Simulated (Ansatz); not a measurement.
Two states of MnO$_{2}$

```xyz
6
Lattice="4.4687 -0.0202 0.0206 -0.0202 4.3930 0.0519 0.0134 0.0339 2.9051" Properties=species:S:1:pos:R:3 pbc="T T T"
Mn    4.3934    0.0481    2.9054
Mn    2.2442    2.2629    1.4409
O     1.3805    1.3969    0.0310
O     0.8799    3.6630    1.4196
O     3.1055    3.2049    2.9502
O     3.6485    0.8759    1.5560
```

Level: r2SCAN; 500 eV; 4×4×6 (shifted by 0.5, 0.5, 0.5 steps) mesh; gaussian occupations (width 0.1667 eV); Ansatz 0.2.0, fixed geometry.

State A: Mn1 along (-0.33, 0.80, -0.50), Mn2 along (-0.33, 0.80, -0.50) (spinors with spin-orbit coupling). State B: Mn1 along (0.00, 0.01, 1.00), Mn2 along (0.00, -0.01, -1.00) (spinors with spin-orbit coupling).

Task: Which state is lower, and how do they differ?

Result: State B is lower by 16.4 meV an atom at zero smearing.

| state | free energy (meV/atom) | largest moment in a small sphere (μB) | net moment (μB/cell) | gap on mesh (eV) | pressure (GPa) | largest force (eV/Å) |
| --- | --- | --- | --- | --- | --- | --- |
| A | 16.4 | 2.74 | 6.00 | 0.66 | -2.9 | 3.21 |
| B | 0.0 | 2.58 | 0.00 | 0.59 | -4.7 | 3.17 |

Origin: a strained cell with displaced atoms, so it need not be a known compound. Caveats: an odd or shifted mesh can miss the band edges, so this level's true gap may be smaller; atoms or cell far from equilibrium; wide smearing.
